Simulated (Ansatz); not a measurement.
## Al: energy along a strain

Al, Im-3m, a = 3.182 Å (as given, not relaxed at this level: 3.8 GPa). This isn't the element's structure at ambient conditions. Ansatz: PBE, PAW, 420 eV, Γ-centred 20×20×20 mesh on 1 atom, Gaussian smearing 0.15 eV; no spin polarisation. Cell vectors (Å): -1.591 1.591 1.591; 1.591 -1.591 1.591; 1.591 1.591 -1.591. The cell is strained by x per cent times the pattern (0 0 0 1 0 0) in the order xx yy zz yz xz xy (engineering shears), with fractional coordinates held. y is the free energy over the start, V0 = 16.116 Å³/atom. Symmetry makes y even in x.

```
x (%) y (meV/atom)
-2.00             ?
-1.00          0.22
 0.00          0.00
 0.25          0.01
 0.50          0.05
 0.75          0.12
 1.25          0.34
 1.50          0.49
 1.75          0.67
```

**Question.** Fit y = c2 x² + c4 x⁴ to the other rows, get the stiffness along the pattern, and predict the missing energy.

**Answer.** Least squares on the rows shown. y = 0.2160 x² + 0.0009097 x⁴. The clamped-ion stiffness p·C·p = 2 × 2.160 eV × 160.2 / 16.116 Å³ = 43 GPa, which is C44 in these axes (second derivative at the start, which stands under stress). At x = -2.00 the fit asked for gives 0.88 meV/atom. The run gave 0.88 meV/atom, the same to the digits shown.